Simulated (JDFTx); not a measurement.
## TaS2: equation of state with PBEsol

TaS2:

```
Ta S
1.0
     3.35000    0.00000    0.00000
    -1.67500    2.90119    0.00000
     0.00000    0.00000    5.86000
Ta S
1 2
Direct
  0.00000 0.00000 0.00000
  0.66667 0.33333 0.75000
  0.33333 0.66667 0.25000
```

```
Program             : JDFTx 1.7.0 (patched build)
Task                : equation of state
Functional          : PBEsol
Potentials or basis : PseudoDojo-SR-PBEsol-0.4.1-standard with smoothed tails
Cutoff              : 789 eV
Density cutoff      : 6313 eV
k mesh              : 9 × 9 × 5
Occupations         : fermi-dirac, width 0.05 eV
Spin                : no spin polarisation
```

| Quantity | Value |
| --- | --- |
| Equilibrium volume | 19.58 Å³/atom |
| Bulk modulus at fixed shape and positions | 132 GPa |
| Pressure derivative of the bulk modulus | 4.1 |

Energy against volume, from the lowest point:
| volume (Å³/atom) | energy (meV/atom) |
| --- | --- |
| 17.845 | 73.11 |
| 18.225 | 42.73 |
| 18.605 | 21.02 |
| 18.984 | 7.15 |
| 19.364 | 0.37 |
| 19.744 | 0.00 |
| 20.123 | 5.43 |

Caveat: the cell was scaled at fixed shape and fractional positions, which overstates the stiffness of a crystal with free parameters, most of all of layers and chains; this functional lacks dispersion, which binds the layers, so the pressure and a relaxed spacing across them are unreliable. Spin-orbit coupling is left out, which matters for the levels of Ta.
